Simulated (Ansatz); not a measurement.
**CuO under changes of volume**

One of the cells (9.643 Å³/atom); the others are scaled copies at fixed shape and fractional positions:

```xyz
2
Lattice="2.8363 0.0000 0.0000 -1.4182 2.4563 0.0000 0.0000 0.0000 2.7681" Properties=species:S:1:pos:R:3 pbc="T T T"
Cu    0.0000    0.0000    0.0000
O     1.4182    0.8188    1.3841
```

Measurements of this composition are mostly on another form, of space group No. 15.

- Program: Ansatz 0.2.0
- Functional: PBE
- Potentials or basis: Ansatz PAW earlier set
- Cutoff: 930 eV (not typed: the program's choice for these potentials)
- k mesh: 11 × 11 × 10
- Occupations: fermi-dirac, width 0.05 eV
- Spin: no spin polarisation

```csv
volume (Å³/atom),energy over the lowest point (meV/atom),pressure (GPa)
9.064,18.23,11.5
9.257,7.26,7.0
9.450,1.37,3.0
9.643,0.00,-0.5
9.836,2.67,-3.7
10.028,?,?
10.221,18.38,-9.0
```

What does the run at 10.028 Å³/atom give?

Energy over the lowest point 8.92 meV/atom; pressure -6.5 GPa.

Worked out: A Birch-Murnaghan fit of order 3 (a polynomial in V^(-2/3)) to the other rows has its minimum at 9.61 Å³/atom with B0 = V·E''(V) = 170 GPa and B' = 4.7 at fixed shape and positions, which overstates the stiffness. It gives 8.90 meV/atom at 10.028 Å³/atom, against the run's 8.92, and -dE/dV = -6.6 GPa, against -6.5.

Energies are extrapolated to zero smearing.

Caveats: an odd number of electrons without spin polarisation forces a metal; a magnetic or distorted state may lie lower; the run has no spin polarisation, though such a crystal can be magnetic.
